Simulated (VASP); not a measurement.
# Hg in VASP: relaxation of the atoms with revPBE+dDsC

Aim: the relaxation of the atoms of Hg with revPBE+dDsC.

All numbers are computed with VASP 6.6.1; they aren't measurements. Logs are shortened: lines on timing, memory, paths and dates and some standing lists are left out, and cuts for length are marked.

### 1 The slab as given

The cell holds a slab with vacuum, 4 atoms: a = 3.606 Å, b = 3.606 Å, c = 23.444 Å, α = 90.00°, β = 90.00°, γ = 60.06°.

The slab is cut from a database's or a generator's crystal, which needn't be the stable form of the element.

### 2 Relaxation of the atoms, revPBE+dDsC

Input file INCAR:

```
SYSTEM = Hg
PREC     = Accurate       ! precision mode
ENCUT    = 520            ! plane-wave cutoff, eV
EDIFF    = 1E-6           ! SCF threshold, eV
ISMEAR   = -1             ! smearing method
SIGMA    = 0.05           ! smearing width, eV
LREAL    = .FALSE.        ! projectors in reciprocal space
LASPH    = .TRUE.         ! aspherical terms in the spheres
NELM     = 60             ! most SCF steps
ALGO     = Fast           ! electronic algorithm
ISIF     = 2              ! what is computed and relaxed
LWAVE    = .FALSE.        ! write WAVECAR
LCHARG   = .FALSE.        ! write CHGCAR
LDIPOL   = .TRUE.       
IDIPOL   = 3            
DIPOL    = 0.5 0.5 0.500
GGA      = RE             ! functional
IVDW     = 4              ! dispersion correction
IBRION   = 2              ! ionic algorithm
NSW      = 40             ! ionic steps
EDIFFG   = -0.02          ! ionic threshold
```

Input file KPOINTS:

```
regular mesh
0
G
  7 7 1
  0 0 0
```

Input file POSCAR:

```
Hg
1.0
    3.6057960290      0.0000000000      0.0000000000
    1.7995193020      3.1246592269      0.0000000000
    0.0000000000      0.0000000000     23.4440744872
Hg
4
Selective dynamics
Direct
    0.3343437984      0.3343437984      0.3199102615  F F F
    0.6692523297      0.6692523297      0.4410345604  F F F
    0.3337790654      0.3337790654      0.5589654396  T T T
    0.6686875968      0.6686875968      0.6800897385  T T T
```

Potentials or basis: VASP PAW PBE potentials, release 64 (Hg).

Command:

```sh
cat potpaw_PBE.64/Hg/POTCAR > POTCAR
mpirun -np 1 vasp_std > vasp.out
```

OUTCAR:

```text
SYSTEM = Hg
   PREC = Accurate
   ENCUT = 520
   EDIFF = 1E-6
   ISMEAR = -1
   LREAL = .FALSE.
   LASPH = .TRUE.
   NELM = 60
   ISIF = 2
   GGA = RE
   IVDW = 4
   IBRION = 2
   NSW = 40
   EDIFFG = -0.02
  IVDW =   4

 ion  position               nearest neighbor table
   1  0.334  0.334  0.320-   2 3.52   2 3.52   2 3.53
   2  0.669  0.669  0.441-   3 3.46   3 3.46   3 3.47   1 3.52   1 3.52   1 3.53
   3  0.334  0.334  0.559-   2 3.46   2 3.46   2 3.47   4 3.52   4 3.52   4 3.53
   4  0.669  0.669  0.680-   3 3.52   3 3.52   3 3.53

  LATTYP: Found a base centered orthorhombic cell.
 ALAT       =     3.6091731600
 B/A-ratio  =     1.7298895459
 C/A-ratio  =     6.4956912423

  Lattice vectors:

 A1 = (  -1.7995193020,  -3.1246592269,   0.0000000000)
 A2 = (   3.6057960290,   0.0000000000,   0.0000000000)
 A3 = (   0.0000000000,   0.0000000000,  23.4440744872)

Analysis of symmetry for initial positions (statically):
=====================================================================
 Subroutine PRICEL returns:
 Original cell was already a primitive cell.

 Routine SETGRP: Setting up the symmetry group for a
 base centered orthorhombic supercell.

 Subroutine GETGRP returns: Found  4 space group operations
 (whereof  2 operations were pure point group operations)
 out of a pool of  8 trial point group operations.

The static configuration has the point symmetry C_1h.
 The point group associated with its full space group is C_2h.

Analysis of symmetry for dynamics (positions and initial velocities):
=====================================================================
 Subroutine PRICEL returns:
 Original cell was already a primitive cell.

 Routine SETGRP: Setting up the symmetry group for a
 base centered orthorhombic supercell.

 Subroutine GETGRP returns: Found  4 space group operations
 (whereof  2 operations were pure point group operations)
 out of a pool of  8 trial point group operations.

The dynamic configuration has the point symmetry C_1h.
 The point group associated with its full space group is C_2h.

Analysis of constrained symmetry for selective dynamics:
=====================================================================
 Subroutine PRICEL returns:
 Original cell was already a primitive cell.

 Routine SETGRP: Setting up the symmetry group for a
 base centered orthorhombic supercell.

 Subroutine GETGRP returns: Found  2 space group operations
 (whereof  2 operations were pure point group operations)
 out of a pool of  8 trial point group operations.

The constrained configuration has the point symmetry C_1h.

 Subroutine INISYM returns: Found  2 space group operations
 (whereof  2 operations are pure point group operations),
 and found     1 'primitive' translations

----------------------------------------------------------------------------------------

                                     Primitive cell

  volume of cell :     264.1417

  direct lattice vectors                    reciprocal lattice vectors
     3.605796029  0.000000000  0.000000000     0.277331272 -0.159717570  0.000000000
     1.799519302  3.124659227  0.000000000     0.000000000  0.320034899  0.000000000
     0.000000000  0.000000000 23.444074487     0.000000000  0.000000000  0.042654702

  length of vectors
     3.605796029  3.605796029 23.444074487     0.320034899  0.320034899  0.042654702

  position of ions in fractional coordinates (direct lattice)
     0.334343798  0.334343798  0.319910261
     0.669252330  0.669252330  0.441034560
     0.333779065  0.333779065  0.558965440
     0.668687597  0.668687597  0.680089739

  ion indices of the primitive-cell ions
   primitive index   ion index
                 1           1
                 2           2
                 3           3
                 4           4

----------------------------------------------------------------------------------------

 KPOINTS: regular mesh

Automatic generation of k-mesh.
 Grid dimensions read from file:
 generate k-points for:    7    7    1

 Generating k-lattice:

  Cartesian coordinates                     Fractional coordinates (reciprocal lattice)
     0.039618753 -0.022816796  0.000000000     0.142857143 -0.000000000  0.000000000
     0.000000000  0.045719271  0.000000000     0.000000000  0.142857143  0.000000000
     0.000000000  0.000000000  0.042654702     0.000000000  0.000000000  1.000000000

  Length of vectors
     0.045719271  0.045719271  0.042654702

  Shift w.r.t. Gamma in fractional coordinates (k-lattice)
     0.000000000  0.000000000  0.000000000

 Subroutine IBZKPT returns following result:
 ===========================================

 Found     16 irreducible k-points:

 Following reciprocal coordinates:
            Coordinates               Weight
  0.000000  0.000000  0.000000      1.000000
  0.142857  0.000000  0.000000      4.000000
  0.285714  0.000000  0.000000      4.000000
  0.428571  0.000000  0.000000      4.000000
  0.142857  0.142857  0.000000      2.000000
  0.285714  0.142857  0.000000      4.000000
[... 8 lines left out ...]
  0.428571  0.428571  0.000000      2.000000
 -0.428571  0.428571  0.000000      2.000000
   k-points           NKPTS =     16   k-points in BZ     NKDIM =     16   number of bands    NBANDS=     28
   number of dos      NEDOS =    301   number of ions     NIONS =      4
   total plane-waves  NPLWV = 141120
   dimension x,y,z NGX =    28 NGY =   28 NGZ =  180
   dimension x,y,z NGXF=    56 NGYF=   56 NGZF=  360
   ions per type =               4
   NGX,Y,Z   is equivalent  to a cutoff of  12.91, 12.91, 12.76 a.u.
   NGXF,Y,Z  is equivalent  to a cutoff of  25.82, 25.82, 25.53 a.u.
 SYSTEM =  Hg
   PREC   = accura    normal or accurate (medium, high low for compatibility)
   ISTART =      0    job   : 0-new  1-cont  2-samecut
   ICHARG =      2    charge: 1-file 2-atom 10-const
   ISPIN  =      1    spin polarized calculation?
   LNONCOLLINEAR =      F non collinear calculations
   LSORBIT =      F    spin-orbit coupling
   LASPH  =      T    aspherical Exc in radial PAW
   ENCUT  =  520.0 eV  38.22 Ry    6.18 a.u.   6.70  6.70 43.59*2*pi/ulx,y,z
   NELM   =     60;   NELMIN=  2; NELMDL= -5     # of ELM steps
   EDIFF  = 0.1E-05   stopping-criterion for ELM
   LREAL  =      F    real-space projection
   EDIFFG = -.2E-01   stopping-criterion for IOM
   NSW    =     40    number of steps for IOM
   IBRION =      2    ionic relax: 0-MD 1-quasi-New 2-CG
   NFREE  =      1    steps in history (QN), initial steepest desc. (CG)
   ISIF   =      2    stress and relaxation
   ISYM   =      2    0-nonsym 1-usesym 2-fastsym
   POTIM  = 0.5000    time-step for ionic-motion
   TEBEG  =    0.0;   TEEND  =   0.0 temperature during run
   PSTRESS=    0.0 pullay stress
   NELECT =      48.0000    total number of electrons
   NUPDOWN=      -1.0000    fix difference up-down
   EMIN   =  10.00;   EMAX   =-10.00  energy-range for DOS
   EFERMI =   0.00;   METHOD = LEGACY
   ISMEAR =    -1;   SIGMA  =   0.05  broadening in eV -4-tet -1-fermi 0-gaus
   EFERMI_NEDOS =   21; number of points for ismear=-14 and -15
   IALGO  =     68    algorithm
   IMIX   =      4    mixing-type and parameters
     AMIX     =   0.40;   BMIX     =  1.00
     AMIX_MAG =   1.60;   BMIX_MAG =  1.00
  volume/ion in A,a.u.               =      66.04       445.63
  Fermi-wavevector in a.u.,A,eV,Ry     =   0.927277  1.752300 11.698876  0.859843
  Thomas-Fermi vector in A             =   2.053330
   LORBIT       =      0    0 simple, 1 ext, 2 COOP (PROOUT), +10 PAW based schemes
   GGA     = RE    functional components
   LHFCALC =     F    Hartree Fock is set to
   AEXX    =    0.0000 exact exchange contribution
   IVDW    =     4    specifies the selected vdW correction
   LEPSILON=     F    determine dielectric tensor
   LRPA    =     F    only Hartree local field effects (RPA)
 conjugate gradient relaxation of ions
 non-spin polarized calculation
 RMM-DIIS sequential band-by-band and
  energy-cutoff  :      520.00
  volume of cell :      264.14
 maximum number of plane-waves:      7135
   NGX = 13   NGY = 13   NGZ = 87

--------------------------------------- Ionic step        1  -------------------------------------------

 number of electron      48.0000003 magnetization

 Free energy of the ion-electron system (eV)
  ---------------------------------------------------
  ext. energy  EPLUGINS =         0.00000000
  ---------------------------------------------------
  free energy    TOTEN  =         0.42375750 eV

  energy without entropy =        0.42375764  energy(sigma->0) =        0.42375757

------------------------ aborting loop because EDIFF is reached ----------------------------------------

  dDsC method for vdW energy calculation

  Number of pair interactions contributing to vdW energy:   19581
[... 117 lines left out ...]
  FREE ENERGIE OF THE ION-ELECTRON SYSTEM (eV)
  ---------------------------------------------------
  free  energy   TOTEN  =        -1.0359534455 eV

  energy  without entropy=       -1.0359533055  energy(sigma->0) =       -1.03595338

 dipolmoment           0.000000      0.000000     -0.000192 electrons x Angstroem

[... ionic steps 4 to 9 ...]

--------------------------------------- Ionic step       10  -------------------------------------------

 number of electron      48.0000005 magnetization

------------------------ aborting loop because EDIFF is reached ----------------------------------------
[... 41 lines left out ...]
 number of electron      48.0000005 magnetization

------------------------ aborting loop because EDIFF is reached ----------------------------------------

 vacuum level on the upper side and lower side of the slab       (xc-potential included)        -0.028        -0.035

  dDsC method for vdW energy calculation

  Number of pair interactions contributing to vdW energy:   19563

  Edisp (eV):   -1.53200
[... 33 lines left out ...]
--------------------------------------- Ionic step       12  -------------------------------------------

 number of electron      48.0000004 magnetization

 dipolmoment           0.000000      0.000000      0.001180 electrons x Angstroem

 Free energy of the ion-electron system (eV)
  ---------------------------------------------------
  ext. energy  EPLUGINS =         0.00000000
  ---------------------------------------------------
  free energy    TOTEN  =         0.50529985 eV

  energy without entropy =        0.50530021  energy(sigma->0) =        0.50530003

 E-fermi :  -1.8873     XC(G=0):  -4.8082

 val. band max:       -2.6066034835   @ k =   0.4286   0.2857   0.0000
 cond. band min:      -1.2513228073   @ k =   0.0000   0.0000   0.0000
 fundamental gap:      1.3552806762
 Fermi energy:        -1.8873070989

 k-point     1 :       0.0000    0.0000    0.0000
  band No.  band energies     occupation
      1      -8.8351      2.00000
      2      -8.5982      2.00000
      3      -8.2790      2.00000
      4      -8.2146      2.00000
      5      -8.2109      2.00000
      6      -8.1970      2.00000
[... 485 lines left out ...]
     27      -0.0091      0.00000
     28       1.1621      0.00000

------------------------ aborting loop because EDIFF is reached ----------------------------------------

 vacuum level on the upper side and lower side of the slab       (xc-potential included)         0.001        -0.016

  Hirshfeld-DOM and Hirshfeld charges and relative Volumes:
            ion         q(e)           q(e)           rel_vol
   -----------------------------------------------------------
      1     Hg         -0.003         -0.003          1.044
      2     Hg          0.002          0.002          1.051
      3     Hg          0.003          0.004          1.045
      4     Hg         -0.002         -0.003          1.038

  dDsC method for vdW energy calculation

  Number of pair interactions contributing to vdW energy:   19567

  Edisp (eV):   -1.53024
[... 27 lines left out ...]
  FREE ENERGIE OF THE ION-ELECTRON SYSTEM (eV)
  ---------------------------------------------------
  free  energy   TOTEN  =        -1.0249434033 eV

  energy  without entropy=       -1.0249430362  energy(sigma->0) =       -1.02494322

 reached required accuracy - stopping structural energy minimisation

 vacuum level on the upper side and lower side of the slab         2.401         2.387
```

Wall time 9 min (1 thread of Intel Xeon 6975P-C (Granite Rapids), shared host); peak memory 0.43 GiB.

What came out:

| Item | Value |
| --- | --- |
| Free energy | -1.0249 eV |
| Energy gained by relaxing | -2.6 meV/atom |
| Ionic steps | 12 |
| Band gap on the k mesh | 1.36 eV, indirect (least direct gap 1.81 eV) |
| Dispersion energy per atom | -0.383 eV |

Step by step:
```csv
step,energy change (eV),largest force (eV/Å),pressure (GPa)
1,0.0000,0.0871,-0.62
2,-0.0001,0.0846,-0.62
3,-0.0005,0.0860,-0.62
4,-0.0011,0.0858,-0.61
5,-0.0019,0.0856,-0.59
6,-0.0017,0.0854,-0.56
7,0.0086,0.1163,-0.45
8,0.0085,0.0908,-0.44
9,0.0119,0.0973,-0.40
10,0.0114,0.0888,-0.41
11,0.0117,0.0955,-0.41
12,0.0105,0.0910,-0.42
```

Final structure:
```cif
data_structure
_symmetry_space_group_name_H-M 'P 1'
_symmetry_Int_Tables_number 1
_cell_length_a 3.6058
_cell_length_b 3.6058
_cell_length_c 23.4441
_cell_angle_alpha 90.000
_cell_angle_beta 90.000
_cell_angle_gamma 60.062
_cell_volume 264.14
loop_
_atom_site_label
_atom_site_type_symbol
_atom_site_fract_x
_atom_site_fract_y
_atom_site_fract_z
_atom_site_occupancy
Hg1 Hg 0.33434 0.33434 0.31991 1
Hg2 Hg 0.66925 0.66925 0.44103 1
Hg3 Hg 0.33343 0.33343 0.54925 1
Hg4 Hg 0.66907 0.66907 0.66028 1
```

Caveat: the PAW data sets were made with another functional, which shifts forces and pressure a little; spin-orbit coupling is left out, which moves the levels of the heavy elements.
